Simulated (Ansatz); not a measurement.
# HfO2 (P2_1/c): the host for defect calculations, part 2 of 2

Aim: the runs on the perfect crystal HfO2 (P2_1/c) that a defect calculation needs first.

Ansatz 0.2.0; plane-wave PAW DFT, PBEsol; relaxation of the host's cell and atoms; PAW set soft_1 (the session's first sound run).

So far. Step 3 (Dielectric tensors of the host): The principal values of the electronic dielectric tensor are 4.69, 5.07 and 5.10. The principal values of the static dielectric tensor are 14.94, 18.84 and 20.97.

## 4. Defect free supercell relaxed in its symmetry

This cell, the one that will hold the defects, is built from the relaxed host. Its coarser k-points can move the atoms a little, so it is relaxed from the symmetric sites, as the reference for the test of stability.

This step: plane-wave PAW DFT, PBEsol; relaxation of the defect-free supercell in its symmetry; PAW set soft_1 (Ansatz 0.2.0).

System of this step: HfO2 (P2_1/c). The cell holds 96 atoms: 32 Hf and 64 O. Its edges and angles: a = 10.192 Å, b = 10.355 Å, c = 10.542 Å, α = 90.0°, β = 99.6°, γ = 90.0°.

File pristine.symmetric/input.yaml:

```yaml
crystal:
  lattice:
    - [10.1921257932, 0.0, -0.0032999275]
    - [0.0, 10.3550596564, 0.0]
    - [-1.7563578074, 0.0, 10.3946748381]
  atoms:
    - { symbol: Hf, position: [0.1385773073, 0.2285109122, 0.354093505] }
    - { symbol: Hf, position: [0.3614226927, 0.4785109122, 0.395906495] }
    - { symbol: Hf, position: [0.3614226927, 0.2714890878, 0.145906495] }
    - { symbol: Hf, position: [0.1385773073, 0.0214890878, 0.104093505] }
    - { symbol: O, position: [0.2235658288, 0.3708982762, 0.4900108599] }
    - { symbol: O, position: [0.2764341712, 0.1208982762, 0.2599891401] }
    - { symbol: O, position: [0.2764341712, 0.1291017238, 0.0099891401] }
    - { symbol: O, position: [0.2235658288, 0.3791017238, 0.2400108599] }
    - { symbol: O, position: [0.035647448, 0.1687329154, 0.170391235] }
    - { symbol: O, position: [0.464352552, 0.4187329154, 0.079608765] }
    - { symbol: O, position: [0.464352552, 0.3312670846, 0.329608765] }
    - { symbol: O, position: [0.035647448, 0.0812670846, 0.420391235] }
    - { symbol: Hf, position: [0.1385773073, 0.2285109122, 0.854093505] }
    - { symbol: Hf, position: [0.3614226927, 0.4785109122, 0.895906495] }
    - { symbol: Hf, position: [0.3614226927, 0.2714890878, 0.645906495] }
    - { symbol: Hf, position: [0.1385773073, 0.0214890878, 0.604093505] }
    - { symbol: O, position: [0.2235658288, 0.3708982762, 0.9900108599] }
    - { symbol: O, position: [0.2764341712, 0.1208982762, 0.7599891401] }
    - { symbol: O, position: [0.2764341712, 0.1291017238, 0.5099891401] }
    - { symbol: O, position: [0.2235658288, 0.3791017238, 0.7400108599] }
    - { symbol: O, position: [0.035647448, 0.1687329154, 0.670391235] }
    - { symbol: O, position: [0.464352552, 0.4187329154, 0.579608765] }
    - { symbol: O, position: [0.464352552, 0.3312670846, 0.829608765] }
    - { symbol: O, position: [0.035647448, 0.0812670846, 0.920391235] }
    - { symbol: Hf, position: [0.1385773073, 0.7285109122, 0.354093505] }
    - { symbol: Hf, position: [0.3614226927, 0.9785109122, 0.395906495] }
    - { symbol: Hf, position: [0.3614226927, 0.7714890878, 0.145906495] }
    - { symbol: Hf, position: [0.1385773073, 0.5214890878, 0.104093505] }
    - { symbol: O, position: [0.2235658288, 0.8708982762, 0.4900108599] }
    - { symbol: O, position: [0.2764341712, 0.6208982762, 0.2599891401] }
[... 60 atom lines left out ...]
    - { symbol: O, position: [0.7764341712, 0.6291017238, 0.5099891401] }
    - { symbol: O, position: [0.7235658288, 0.8791017238, 0.7400108599] }
    - { symbol: O, position: [0.535647448, 0.6687329154, 0.670391235] }
    - { symbol: O, position: [0.964352552, 0.9187329154, 0.579608765] }
    - { symbol: O, position: [0.964352552, 0.8312670846, 0.829608765] }
    - { symbol: O, position: [0.535647448, 0.5812670846, 0.920391235] }
basis:
  ecutwfc: 420
  xc_grid: 2
hamiltonian:
  xc: pbesol
  pseudopotentials: { kind: paw, azcp: { folder: soft_1 }, xc_functional: pbe }
kpoints:
  mp_grid: { grid: [1, 1, 1] }
scf:
  occupations: { method: fermi_dirac, width: 0.01 }
  max_iter: 100
  lower_state_search: "off"
output:
  forces: true
relax:
  f_tol: 0.015
  max_steps: 60
  escape_saddle: false
checkpoint:
  write: "../pristine.symmetric.run"
  compress: false
  write_wavefunctions: false
  write_every: 100000
```

On the command line:

```
ansatz run input.yaml --threads 32 --pin off --max-ram 84787MiB --backend cuda --events-out ev --progress --plain --runs-dir out --max-vram 78GiB
```

Numbers of over 12 decimals in the logs are rounded to 6 here.

The program printed:

```text
[...]
device memory: the entry about to start is reckoned to put 4.2 GiB on a device that reports 172.2 GiB free (of which the cap on the GPU budget leaves the run 78.0 GiB)
GPU FFT provider: cuFFT
GPU libraries: cuBLAS 13.8.1, cuFFT 12.4.0, cuSOLVER 12.3.2
GPU matrix products: emulated (plane waves: as basis.precision tells), large ones in fixed point in workspaces of 1.00 GiB
Crystal: 96 atoms, lattice volume = 1096.995 Å³
Basis set: ecut = 420 eV, 21487 PW (Γ), exchange–correlation on 144×144×144 points (8 copies of the dense FFT grid, shifted against one another)
Bands: 730, of which v1, the nominal top of the filled ones, is band 608 counted from 1 (607 counted from 0)
Symmetry: 32 space group operations
[...]
k-points: 1
[...]
GPU buffer pool allocated for 373248 grid points (all kernels)
GPU transforms: local potential and band sums: pruned to the plane-wave sphere, on 72×72×72
[...]
SCF iter   1: F=—  HF=-535257.853523 eV  |Δ(HF+E_count)|=         —  Δρ=9.32e-2  dr2=7.78e1  Hψ=2163
[...]
SCF iter  10: F=-535233.778018 eV  HF=-535233.778017 eV  |Δ(HF+E_count)|=   1.09e-5  Δρ=1.34e-5  dr2=2.13e-6  Hψ=3176
SCF 1 converged in 10 iterations: F = -535233.778018 eV  dr2 = 2.13e-6
[...]
relax step   1: F+E_penalty+E_count = -535233.77801815 eV  Δ(F+E_penalty+E_count) = +0.000e0 eV  max|allowed force component| = 1.112e-2 eV/Å  Δτ_max = 0.0000 Å  (10 SCF iters, dr2 threshold 5.63e-6 eV, accepted)
[...]
SCF iter   4: F=-535233.778019 eV  HF=-535233.778019 eV  |Δ(HF+E_count)|=   1.71e-7  Δρ=1.51e-6  dr2=2.34e-8  Hψ=3116
SCF 2 converged in 4 iterations: F = -535233.778019 eV  dr2 = 2.34e-8
relax step   2: F+E_penalty+E_count = -535233.77801892 eV  Δ(F+E_penalty+E_count) = -7.723e-7 eV  max|allowed force component| = 1.111e-2 eV/Å  Δτ_max = 0.0000 Å  (4 SCF iters, accepted)
SCF converged after 4 iterations
Free energy (F): -535233.778019 eV
[...]
Internal energy: -535233.778019 eV  (E = F + TS)
E sigma→0 (E₀):  -535233.778019 eV
Fermi energy:    14.982624 eV
[...]
--- Forces (eV/Å), atoms counted from 1 ---
  atom   1  Hf    -0.01020790    -0.00853984    -0.00834641
  atom   2  Hf     0.01020790    -0.00853984     0.00834641
  atom   3  Hf     0.01020790     0.00853984     0.00834641
  atom   4  Hf    -0.01020790     0.00853984    -0.00834641
  atom   5  O     -0.00879379    -0.00193394    -0.00145011
  atom   6  O      0.00879379    -0.00193394     0.00145011
  [... 90 more lines of this table ...]
  max |Σ_I F_I| component: 2.78e-17 eV/Å
--- Relaxed structure (2 steps of the walk, 2 accepted, 0 SCFs on fresh bases) ---
  F+E_penalty+E_count = -535233.77801892 eV   max|allowed force component| = 1.111e-2 eV/Å
  atoms:
    - { symbol: Hf, position: [0.1385773073, 0.228511, 0.354093505] }
    - { symbol: Hf, position: [0.361423, 0.478511, 0.395906] }
    - { symbol: Hf, position: [0.3614226927, 0.2714890878, 0.145906495] }
    - { symbol: Hf, position: [0.1385773073, 0.0214890878, 0.104094] }
    - { symbol: O, position: [0.223566, 0.3708982762, 0.4900108599] }
    - { symbol: O, position: [0.2764341712, 0.1208982762, 0.2599891401] }
  [... 90 more lines of this table ...]
```

Elapsed: 2.1 s, on 1 × NVIDIA GB200 with 32 threads of Arm Neoverse V2, shared host; peak memory 1.1 GiB; 5.6 s of CPU time.

Hardly anything moved in the relaxation; the energy changed by under 0.2 meV an atom.

## 5. Defect free supercell relaxed from displaced atoms

This step: plane-wave PAW DFT, PBEsol; relaxation of the defect-free supercell from random displacements, a test of the host's stability; PAW set soft_1 (Ansatz 0.2.0).

pristine.rattled/input.yaml, as its differences from pristine.symmetric/input.yaml of step 4:

```diff
@@ -59,6 +59,6 @@
   f_tol: 0.015
-  max_steps: 60
-  escape_saddle: false
+  max_steps: 120
+  random_displacement: { amplitude: 0.06, seed: 4438 }
 checkpoint:
-  write: "../pristine.symmetric.run"
+  write: "../pristine.rattled.run"
   compress: false
```

The program printed:

```text
[...]
Crystal: 96 atoms, lattice volume = 1096.995 Å³
Basis set: ecut = 420 eV, 21487 PW (Γ), exchange–correlation on 144×144×144 points (8 copies of the dense FFT grid, shifted against one another)
Bands: 730, of which v1, the nominal top of the filled ones, is band 608 counted from 1 (607 counted from 0)
Symmetry: 1 space group operations
k-points: 1
[...]
SCF iter   1: F=—  HF=-535255.451427 eV  |Δ(HF+E_count)|=         —  Δρ=9.34e-2  dr2=7.84e1  Hψ=2174
[...]
SCF iter   2: F=—  HF=-535237.389912 eV  |Δ(HF+E_count)|=    1.81e1  Δρ=4.19e-2  dr2=1.81e1  Hψ=1420
[...]
SCF iter  11: F=-535231.098056 eV  HF=-535231.098057 eV  |Δ(HF+E_count)|=   6.24e-6  Δρ=1.57e-5  dr2=2.38e-6  Hψ=3420
SCF 1 converged in 11 iterations: F = -535231.098056 eV  dr2 = 2.38e-6
[...]
relax step   1: F+E_penalty+E_count = -535231.09805606 eV  Δ(F+E_penalty+E_count) = +0.000e0 eV  max|allowed force component| = 2.032e0 eV/Å  Δτ_max = 0.0000 Å  (11 SCF iters, dr2 threshold 5.63e-6 eV, accepted)
[...]
relax step   2: F+E_penalty+E_count = -535232.85245895 eV  Δ(F+E_penalty+E_count) = -1.754e0 eV  max|allowed force component| = 1.085e0 eV/Å  Δτ_max = 0.1318 Å  (7 SCF iters, dr2 threshold 1.00e-4 eV, accepted)
relax step   3: F+E_penalty+E_count = -535233.77516891 eV  Δ(F+E_penalty+E_count) = -9.227e-1 eV  max|allowed force component| = 3.055e-2 eV/Å  Δτ_max = 0.0841 Å  (6 SCF iters, dr2 threshold 7.35e-5 eV, accepted)
relax step   4: F+E_penalty+E_count = -535233.77521062 eV  Δ(F+E_penalty+E_count) = -4.171e-5 eV  max|allowed force component| = 2.900e-2 eV/Å  Δτ_max = 0.0000 Å  (6 SCF iters, accepted)
[...]
SCF iter   1: F=—  HF=-535233.770411 eV  |Δ(HF+E_count)|=         —  Δρ=7.82e-4  dr2=3.18e-3  Hψ=1325
[...]
SCF iter   2: F=—  HF=-535233.770261 eV  |Δ(HF+E_count)|=   1.51e-4  Δρ=4.30e-4  dr2=9.98e-4  Hψ=840
[...]
SCF iter   7: F=-535233.778607 eV  HF=-535233.778607 eV  |Δ(HF+E_count)|=   2.58e-7  Δρ=1.88e-6  dr2=3.59e-8  Hψ=3568
SCF 5 converged in 7 iterations: F = -535233.778607 eV  dr2 = 3.59e-8
[...]
relax step   5: F+E_penalty+E_count = -535233.77860700 eV  Δ(F+E_penalty+E_count) = -3.396e-3 eV  max|allowed force component| = 3.241e-3 eV/Å  Δτ_max = 0.0132 Å  (7 SCF iters, accepted)
SCF converged after 7 iterations
Free energy (F): -535233.778607 eV
[...]
Internal energy: -535233.778607 eV  (E = F + TS)
E sigma→0 (E₀):  -535233.778607 eV
Fermi energy:    14.980566 eV
[...]
--- Forces (eV/Å), atoms counted from 1 ---
  atom   1  Hf     0.00011481     0.00069936     0.00006917
  atom   2  Hf    -0.00012988    -0.00098016    -0.00042492
  atom   3  Hf     0.00061308    -0.00068765    -0.00011143
  atom   4  Hf    -0.00045478    -0.00126551    -0.00024805
  atom   5  O      0.00059724     0.00070101    -0.00011990
  atom   6  O      0.00023417     0.00094569     0.00044025
  [... 90 more lines of this table ...]
  max |Σ_I F_I| component: 2.66e-4 eV/Å
--- Relaxed structure (5 steps of the walk, 5 accepted, 0 SCFs on fresh bases) ---
  F+E_penalty+E_count = -535233.77860700 eV   max|allowed force component| = 3.241e-3 eV/Å
  atoms:
    - { symbol: Hf, position: [0.138451, 0.228824, 0.353841] }
    - { symbol: Hf, position: [0.361328, 0.478828, 0.395711] }
    - { symbol: Hf, position: [0.361326, 0.271969, 0.145711] }
    - { symbol: Hf, position: [0.138456, 0.021971, 0.103840] }
    - { symbol: O, position: [0.223351, 0.371284, 0.489767] }
    - { symbol: O, position: [0.276426, 0.121279, 0.259782] }
  [... 90 more lines of this table ...]
```

Elapsed: 4.5 s, on 1 × NVIDIA GB200 with 32 threads; peak memory 1.1 GiB.

The steps of the relaxation:

```
step  energy less that of the first step (eV)  largest force component (eV/Å)
   1                                   0.0000                          2.0322
   2                                  -1.7544                          1.0848
   3                                  -2.6771                          0.0305
   4                                  -2.6772                          0.0290
   5                                  -2.6806                          0.0032
```

The relaxation ends 28 meV an atom lower than the displaced start, with a largest force component of 0.0032 eV/Å.

## 6. Host on a dense mesh

This step: plane-wave PAW DFT, PBEsol; single point of the defect-free host, a test of the k-point sampling; PAW set soft_1 (Ansatz 0.2.0).

System of this step: HfO2 (P2_1/c). Symmetry: P2_1/c, No. 14, monoclinic system. Conventional cell: a = 5.096 Å, b = 5.178 Å, c = 5.271 Å, α = 90.00°, β = 99.61°, γ = 90.00°. Nearest to Hf lie 7 O at 2.04 to 2.23 Å. O has 4 Hf at 2.14 to 2.23 Å nearest. O has 3 Hf at 2.04 to 2.13 Å nearest. Farther neighbours and most contacts between anions are not listed.

File dense/input.yaml:

```yaml
crystal:
  lattice:
    - [5.0960628966, 0.0, -0.0016499638]
    - [0.0, 5.1775298282, 0.0]
    - [-0.8781789037, 0.0, 5.197337419]
  atoms:
    - { symbol: Hf, position: [0.2771546146, 0.4570218243, 0.70818701] }
    - { symbol: Hf, position: [0.7228453854, 0.9570218243, 0.79181299] }
    - { symbol: Hf, position: [0.7228453854, 0.5429781757, 0.29181299] }
    - { symbol: Hf, position: [0.2771546146, 0.0429781757, 0.20818701] }
    - { symbol: O, position: [0.4471316577, 0.7417965525, 0.9800217198] }
    - { symbol: O, position: [0.5528683423, 0.2417965525, 0.5199782802] }
    - { symbol: O, position: [0.5528683423, 0.2582034475, 0.0199782802] }
    - { symbol: O, position: [0.4471316577, 0.7582034475, 0.4800217198] }
    - { symbol: O, position: [0.0712948959, 0.3374658308, 0.3407824699] }
    - { symbol: O, position: [0.9287051041, 0.8374658308, 0.1592175301] }
    - { symbol: O, position: [0.9287051041, 0.6625341692, 0.6592175301] }
    - { symbol: O, position: [0.0712948959, 0.1625341692, 0.8407824699] }
basis:
  ecutwfc: 420
  xc_grid: 2
hamiltonian:
  xc: pbesol
  pseudopotentials: { kind: paw, azcp: { folder: soft_1 }, xc_functional: pbe }
kpoints:
  mp_grid: { grid: [6, 6, 6] }
scf:
  occupations: { method: fermi_dirac, width: 0.01 }
  max_iter: 100
  lower_state_search: "off"
checkpoint:
  write: "../dense.run"
  compress: false
  write_wavefunctions: false
  write_every: 100000
```

The program printed:

```text
[...]
GPU FFT provider: cuFFT
GPU libraries: cuBLAS 13.8.1, cuFFT 12.4.0, cuSOLVER 12.3.2
[...]
Crystal: 12 atoms, lattice volume = 137.124 Å³
Basis set: ecut = 420 eV, 2689 PW (Γ), exchange–correlation on 72×72×72 points (8 copies of the dense FFT grid, shifted against one another)
Bands: 88, of which v1, the nominal top of the filled ones, is band 76 counted from 1 (75 counted from 0)
Symmetry: 4 space group operations
[...]
k-points: 80 of 216
[...]
GPU buffer pool allocated for 46656 grid points (all kernels)
[...]
SCF iter   1: F=—  HF=-66907.277840 eV  |Δ(HF+E_count)|=         —  Δρ=9.33e-2  dr2=9.75e0  Hψ=21800
[...]
SCF iter  11: F=-66904.260422 eV  HF=-66904.260422 eV  |Δ(HF+E_count)|=   1.75e-7  Δρ=3.89e-6  dr2=2.11e-8  Hψ=20073
SCF 1 converged in 11 iterations: F = -66904.260422 eV  dr2 = 2.11e-8
[...]
SCF converged after 11 iterations
Free energy (F): -66904.260422 eV
[...]
Internal energy: -66904.260422 eV  (E = F + TS)
E sigma→0 (E₀):  -66904.260422 eV
Fermi energy:    14.981107 eV
[...]
```

Wall time 1.7 s (1 × NVIDIA GB200 with 32 threads); peak memory 0.92 GiB.

## 7. Defect free supercell at the zone centre

The supercell is run at the zone centre, to see how far that sampling misses the dense mesh.

System of this step: HfO2 (P2_1/c). The cell holds 96 atoms: 32 Hf and 64 O. Its edges and angles: a = 10.192 Å, b = 10.355 Å, c = 10.542 Å, α = 90.0°, β = 99.6°, γ = 90.0°.

pristine.sampling_gamma/input.yaml, as its differences from pristine.rattled/input.yaml of step 5:

```diff
@@ -55,10 +55,4 @@
   lower_state_search: "off"
-output:
-  forces: true
-relax:
-  f_tol: 0.015
-  max_steps: 120
-  random_displacement: { amplitude: 0.06, seed: 4438 }
 checkpoint:
-  write: "../pristine.rattled.run"
+  write: "../pristine.sampling_gamma.run"
   compress: false
```

The program printed:

```text
[...]
GPU FFT provider: cuFFT
GPU libraries: cuBLAS 13.8.1, cuFFT 12.4.0, cuSOLVER 12.3.2
[...]
Crystal: 96 atoms, lattice volume = 1096.995 Å³
Basis set: ecut = 420 eV, 21487 PW (Γ), exchange–correlation on 144×144×144 points (8 copies of the dense FFT grid, shifted against one another)
Bands: 704, of which v1, the nominal top of the filled ones, is band 608 counted from 1 (607 counted from 0)
Symmetry: 32 space group operations
[...]
k-points: 1
[...]
GPU buffer pool allocated for 373248 grid points (all kernels)
[...]
SCF iter   1: F=—  HF=-535257.859405 eV  |Δ(HF+E_count)|=         —  Δρ=9.32e-2  dr2=7.78e1  Hψ=2137
[...]
SCF iter  12: F=-535233.778019 eV  HF=-535233.778019 eV  |Δ(HF+E_count)|=   1.15e-7  Δρ=1.51e-6  dr2=1.77e-8  Hψ=2002
SCF 1 converged in 12 iterations: F = -535233.778019 eV  dr2 = 1.77e-8
[...]
SCF converged after 12 iterations
Free energy (F): -535233.778019 eV
[...]
Internal energy: -535233.778019 eV  (E = F + TS)
E sigma→0 (E₀):  -535233.778019 eV
Fermi energy:    14.982628 eV
[...]
```

Elapsed: 1.5 s, on 1 × NVIDIA GB200 with 32 threads; peak memory 1.1 GiB.

## 8. Summary of results

| Item | Value |
| --- | --- |
| primitive cell vectors, lengths | 5.096, 5.178, 5.271 Å |
| electronic dielectric constant | principal values (4.69, 5.07, 5.10) |
| static dielectric constant | principal values (14.94, 18.84, 20.97) |
| gap on the k-mesh of the response run (PBEsol) | 4.03 eV |
| supercell relaxed in its symmetry less the displaced and relaxed one | 0.001 eV |
| energy an atom at the zone centre alone less that on the dense mesh | 0.003 eV |

Step 5: The energy fell by 2.681 eV from the randomly displaced start; the atoms end within 0.005 Å of the sites as typed, once the mean shift is taken out. The displaced cell ends within 0.01 eV of the symmetric one relaxed in its symmetry, so no lower structure shows in this supercell. The k-mesh can miss the band edges, so this gap is an upper bound at this level. All at zero temperature.

[Logs are printed without paths, hosts, clocks, repeated set-up lines and the standing remarks that a program may print on its own settings, such as how far it seeks lower states.]

[Hosts, paths, dates, database ids (printed as entryN), source tags and the programs' standing remarks are cut or masked in the printed files.]

[Runs of the host that timed out are not shown.]

[For some hosts the program warned that the k-mesh of the response run may be too coarse for force constants and the static dielectric constant; such warnings are not always shown.]
